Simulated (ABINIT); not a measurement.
## Quasiparticle gap of InP (F-43m) in ABINIT

How does a plane-wave GW calculation on InP (F-43m) run from the first input to the gap?

Program: ABINIT 10.8.3. Level of theory: PBE and many-body steps on it, plane waves. Results are calculated unless marked as measured.

This is a report of a sequence of runs, with most program output left out.

The database entry behind the starting cell differs from later determinations by our own check (0.1 to 0.3 % short, probably kX units), so it need not match the best structure at ambient conditions.

### Step 1. The structure

It takes space group F-43m (No. 216, cubic). Conventional cell: a = 5.861 Å, b = 5.861 Å, c = 5.861 Å, α = 90.00°, β = 90.00°, γ = 90.00°. In has 4 P at 2.54 Å nearest. Nearest to P lie 4 In at 2.54 Å. Farther neighbours are not listed.

The cell and positions come from the Crystallography Open Database and are kept as given unless a step says otherwise.

### Step 2. Ground state

This step: ABINIT 10.8.3; DFT, PBE, plane waves, norm-conserving pseudopotentials.

The ground-state density comes first.

run.abi

```
acell 3*1.0 Angstrom
rprim 
  -0.000000000000 2.930500000000 2.930500000000
  2.930500000000 -0.000000000000 2.930500000000
  2.930500000000 2.930500000000 -0.000000000000
ntypat 2
znucl 49 15
natom 2
typat 1 2
xred 
  0.000000000000 0.000000000000 0.000000000000
  0.250000000000 0.250000000000 0.250000000000
pp_dirpath "pseudos"
pseudos "In.upf, P.upf"
ecut 31
ngkpt 6 6 6
nshiftk 1
shiftk 0 0 0
kptopt 1
chksymbreak 0
nband 14
occopt 1
tolvrs 1e-10
nstep 60
prtwf 0
optforces 0
optstress 0
indata_prefix "in"
outdata_prefix "out"
tmpdata_prefix "tmp"
```

Run with:

```console
> OMP_NUM_THREADS=1 mpirun -n 4 abinit run.abi > log
```

The job ended after 6.9 s (4 MPI ranks of Arm Neoverse V2, shared host; peak memory 0.29 GiB).

Numbers from this step:

- total energy: -1997.1231 eV
- gap: 0.7094 eV
- k of the valence top: 0, 0, 0
- k of the conduction bottom: 0, 0, 0
- least direct gap: 0.7094 eV

The gap is direct, at Γ.

### Step 3. Bands along the symmetry lines

Levels along a band path, at the cheap level, show where the edges lie and whether the meshes to come will hold them.

run.abi

```
acell 3*1.0 Angstrom
rprim 
  -0.000000000000 2.930500000000 2.930500000000
  2.930500000000 -0.000000000000 2.930500000000
  2.930500000000 2.930500000000 -0.000000000000
ntypat 2
znucl 49 15
natom 2
typat 1 2
xred 
  0.000000000000 0.000000000000 0.000000000000
  0.250000000000 0.250000000000 0.250000000000
pp_dirpath "pseudos"
pseudos "In.upf, P.upf"
ecut 31
iscf -2
irdden 1
kptopt 0
nkpt 50
kpt 
  0.00000000 0.00000000 0.00000000
  -0.06250000 -0.06250000 0.00000000
  -0.12500000 -0.12500000 0.00000000
  -0.18750000 -0.18750000 0.00000000
  -0.25000000 -0.25000000 0.00000000
  -0.31250000 -0.31250000 0.00000000
  -0.37500000 -0.37500000 0.00000000
  -0.43750000 -0.43750000 0.00000000
  -0.50000000 -0.50000000 0.00000000
  -0.48437500 -0.48437500 0.03125000
  -0.46875000 -0.46875000 0.06250000
  -0.45312500 -0.45312500 0.09375000
  -0.43750000 -0.43750000 0.12500000
  -0.42187500 -0.42187500 0.15625000
  -0.40625000 -0.40625000 0.18750000
  -0.39062500 -0.39062500 0.21875000
  -0.37500000 -0.37500000 0.25000000
  -0.37500000 0.00000000 0.37500000
  -0.32812500 0.00000000 0.32812500
  -0.28125000 0.00000000 0.28125000
  -0.23437500 0.00000000 0.23437500
  -0.18750000 0.00000000 0.18750000
  -0.14062500 0.00000000 0.14062500
  -0.09375000 0.00000000 0.09375000
  -0.04687500 0.00000000 0.04687500
  0.00000000 0.00000000 0.00000000
  0.00000000 0.00000000 0.06250000
  0.00000000 0.00000000 0.12500000
  0.00000000 0.00000000 0.18750000
  0.00000000 0.00000000 0.25000000
  0.00000000 0.00000000 0.31250000
  0.00000000 0.00000000 0.37500000
  0.00000000 0.00000000 0.43750000
  -0.00000000 -0.00000000 0.50000000
  -0.06250000 -0.03125000 0.46875000
  -0.12500000 -0.06250000 0.43750000
  -0.18750000 -0.09375000 0.40625000
  -0.25000000 -0.12500000 0.37500000
  -0.31250000 -0.15625000 0.34375000
  -0.37500000 -0.18750000 0.31250000
  -0.43750000 -0.21875000 0.28125000
  -0.50000000 -0.25000000 0.25000000
  -0.50000000 -0.28125000 0.21875000
  -0.50000000 -0.31250000 0.18750000
  -0.50000000 -0.34375000 0.15625000
  -0.50000000 -0.37500000 0.12500000
  -0.50000000 -0.40625000 0.09375000
  -0.50000000 -0.43750000 0.06250000
  -0.50000000 -0.46875000 0.03125000
  -0.50000000 -0.50000000 0.00000000
istwfk *1
nband 16
nbdbuf 2
tolwfr 1e-08
nstep 40
prtwf 0
prtvol 0
indata_prefix "in"
outdata_prefix "out"
tmpdata_prefix "tmp"
```

It took 11 s on 4 MPI ranks; peak memory 0.28 GiB.

This step gave:

* gap: 0.7094 eV
* k of the valence top: 0, 0, 0
* k of the conduction bottom: 0, 0, 0
* least direct gap: 0.7094 eV

The gap is 0.709 eV, as in the run before at this level.

Electronic bands along the path, in eV, zero at the top of the highest filled band:

```tsv
point	band 6	band 7	band 8	band 9	band 10	band 11	band 12	band 13
Γ	-11.52	0.00	0.00	0.00	0.71	4.09	4.09	4.09
halfway	-10.62	-3.34	-1.41	-1.41	2.48	3.14	6.38	6.38
X	-9.15	-5.75	-2.32	-2.32	1.76	2.26	9.24	9.58
halfway	-9.13	-5.71	-2.75	-2.22	2.04	2.87	8.41	8.71
U	-9.16	-5.61	-3.30	-1.94	2.36	4.39	7.52	7.55
jump to K	-9.16	-5.61	-3.30	-1.94	2.36	4.39	7.52	7.55
halfway	-10.53	-3.80	-2.01	-0.57	2.84	4.69	4.99	5.22
Γ	-11.52	0.00	0.00	0.00	0.71	4.09	4.09	4.09
halfway	-10.84	-3.44	-0.56	-0.56	1.79	4.79	4.79	5.33
L	-9.80	-5.73	-0.97	-0.97	1.50	4.80	4.80	7.12
halfway	-9.48	-5.55	-2.69	-1.63	3.17	4.19	5.89	7.23
W	-9.07	-5.60	-2.95	-2.91	4.30	4.38	5.57	6.21
halfway	-9.11	-5.68	-2.65	-2.64	2.69	3.10	7.66	7.75
X	-9.15	-5.75	-2.32	-2.32	1.76	2.26	9.24	9.58
```

### Step 4. Empty states on the mesh, 4×4×4 mesh, 46 bands

The sums over transitions need many empty states on a uniform mesh; this step solves for them.

run.abi

```
acell 3*1.0 Angstrom
rprim 
  -0.000000000000 2.930500000000 2.930500000000
  2.930500000000 -0.000000000000 2.930500000000
  2.930500000000 2.930500000000 -0.000000000000
ntypat 2
znucl 49 15
natom 2
typat 1 2
xred 
  0.000000000000 0.000000000000 0.000000000000
  0.250000000000 0.250000000000 0.250000000000
pp_dirpath "pseudos"
pseudos "In.upf, P.upf"
ecut 31
ngkpt 4 4 4
nshiftk 1
shiftk 0 0 0
kptopt 1
chksymbreak 0
iscf -2
irdden 1
istwfk *1
nband 46
nbdbuf 4
tolwfr 1e-09
nstep 60
prtvol 0
indata_prefix "in"
outdata_prefix "out"
tmpdata_prefix "tmp"
```

Wall time 8.4 s (4 MPI ranks); peak memory 0.26 GiB; 33 s of CPU time.

This step gave:

```
gap                                                           : 0.7094 eV
k of the valence top                                          : 0, 0, 0
k of the conduction bottom                                    : 0, 0, 0
least direct gap                                              : 0.7094 eV
k points computed                                             : 8
lowest point of the top converged band, above the valence top : 34.88 eV
```

On this mesh the gap is 0.709 eV.

### Step 5. Screening, 4×4×4 mesh, 42 bands, screening to 106.1 eV

The RPA dielectric matrix is built and inverted for each q.

This step: RPA screening on PBE, plane waves, norm-conserving pseudopotentials.

Changes to run.abi since step 4:

```diff
@@ -20,10 +20,11 @@
 chksymbreak 0
-iscf -2
-irdden 1
 istwfk *1
-nband 46
-nbdbuf 4
-tolwfr 1e-09
-nstep 60
-prtvol 0
+occopt 1
+irdwfk 1
+optdriver 3
+nband 42
+ecuteps 3.9
+inclvkb 2
+awtr 1
+symchi 1
 indata_prefix "in"
```

It took 6.1 s on 4 MPI ranks; peak memory 0.49 GiB.

Numbers from this step:

```yaml
eps_infinity_with_local_fields_on_this_mesh_along_the_program_s_q_direction: 42.62
the_same_without_local_fields: 45.16
plasma_frequency: 22.21 eV
plane_waves_in_the_screening_matrix: 137
```

Local fields lower ε∞ by 6 %. On a Γ-centred mesh this coarse the value itself is usually too large, while a short band sum pulls it down.

### Step 6. Self-energy, 4×4×4 mesh, 42 bands, screening to 106.1 eV

The self-energy is evaluated for the states that the input lists, and the levels follow from it, in one-shot runs by the linearised quasiparticle equation.

This step: G0W0 on PBE, plane waves, norm-conserving pseudopotentials.

Changes to run.abi since step 5:

```diff
@@ -23,8 +23,15 @@
 irdwfk 1
-optdriver 3
+optdriver 4
 nband 42
+gwcalctyp 0
+ecutsigx 31
+symsigma 1
+nkptgw 1
+kptgw 
+  0.0000000000 0.0000000000 0.0000000000
+bdgw 
+  7 13
 ecuteps 3.9
-inclvkb 2
-awtr 1
-symchi 1
+irdscr 1
+ppmodel 1
 indata_prefix "in"
```

The job ended after 2.7 s (4 MPI ranks; peak memory 0.14 GiB).

Numbers from this step:

```yaml
g0w0_gap_on_the_points_computed: 1.021 eV
starting_gap_on_the_mesh: 0.7094 eV
k_of_the_valence_top: 0, 0, 0
k_of_the_conduction_bottom: 0, 0, 0
z_at_the_valence_top: 0.773
z_at_the_conduction_bottom: 0.787
least_direct_g0w0_gap_on_the_computed_points: 1.021 eV
```

The gap on the mesh goes from 0.71 eV to 1.02 eV, a correction of +0.31 eV.

Limits: finite bands, cutoff and mesh; exchange with frozen shells missing; no spin-orbit coupling; coarse k mesh. v1 is the top filled band, c1 the lowest empty one. Levels before and after the correction, in eV, zero at the valence-band top of each column:

```tsv
	conduction bottom	valence top
Kohn-Sham	0.71	0.00
G0W0	1.02	0.00
```

```tsv
	level	energy (eV)
Kohn-Sham	Γ v3-v1	0.000
Kohn-Sham	Γ c1	0.709
Kohn-Sham	Γ c2-c4	4.088
G0W0	Γ v3-v1	0.000
G0W0	Γ c1	1.021
G0W0	Γ c2-c4	4.258
```

### Step 7. Where the time went

Times are wall times on 4 MPI ranks of Arm Neoverse V2, shared host, good to a factor of about two.

```tsv
step	time	share	memory (GiB)
ground state	6.9 s	20 %	0.29
bands along the symmetry lines	11 s	30 %	0.28
empty states on the mesh	8.4 s	24 %	0.26
screening	6.1 s	18 %	0.49
self-energy	2.7 s	8 %	0.14
```

### Step 8. What came out

```json
{
  "PBE gap": "0.71 eV, direct",
  "G0W0 gap on the mesh": "1.02 eV",
  "GW settings": "4×4×4 mesh, 42 bands, screening to 106.1 eV, Godby-Needs plasmon pole",
  "known limits": "not at the basis limit; exchange with frozen shells missing; mesh may overstate the screening; no spin-orbit coupling; coarse k mesh"
}
```

**Reading.** G0W0 moves the gap on the mesh from 0.71 eV to 1.02 eV (+0.31 eV), with Z of 0.77 and 0.79 at the edges. Local fields lower the RPA ε∞ on this mesh from 45.16 to 42.62; a Γ-centred mesh this coarse tends to raise both, most where the direct gap is narrow, while a short band sum lowers them. Only 1 of the mesh's irreducible points was corrected, so a valley elsewhere could overtake. Bands and cutoff are finite, so the gap is not at the basis limit. The miss can reach some tenths of an eV and take either sign; the mesh is an error of its own. In the G0W0 run levels were corrected at 1 k point alone, so a gap called «on the mesh» is the least over those, and an edge elsewhere would be missed. The 4×4×4 mesh is coarse for this cell, which bears on the long-range parts of exchange and screening. The norm-conserving file of at least one element keeps a d shell over frozen s and p shells of the same row. Exchange with those shells is missing from the self-energy, an error of 0.3 to 0.9 eV in cases checked, whose sign depends on which edge lies on those atoms. The RPA ε∞ on this mesh reaches over 25; with a narrow direct gap a coarse mesh can overstate it, and the correction is then too small. The many-body steps are scalar-relativistic: spin-orbit coupling is not in them.

[Paths, hosts, dates, memory and timing lines, banners, echoed tables and standing remarks are left out of the program output.]

[Logs are printed without paths, hosts, clocks, repeated set-up lines and the standing remarks that a program may print on its own settings, such as how far it seeks lower states.]

[Runs of the session that timed out or met a known fault of the program may be left out.]

[Hosts, paths, dates, database ids (printed as entryN), source tags and the programs' standing remarks are cut or masked in the printed files.]

[G0W0 gaps are taken among the corrected bands and points alone; a level outside them can change the order at an edge.]

[Where Ansatz stands beside ABINIT at settings called matched, ABINIT's density can come from a denser mesh and the files from another edition; pairs whose starting gaps differed by over 0.03 eV were left out, so agreement reads better than it is.]
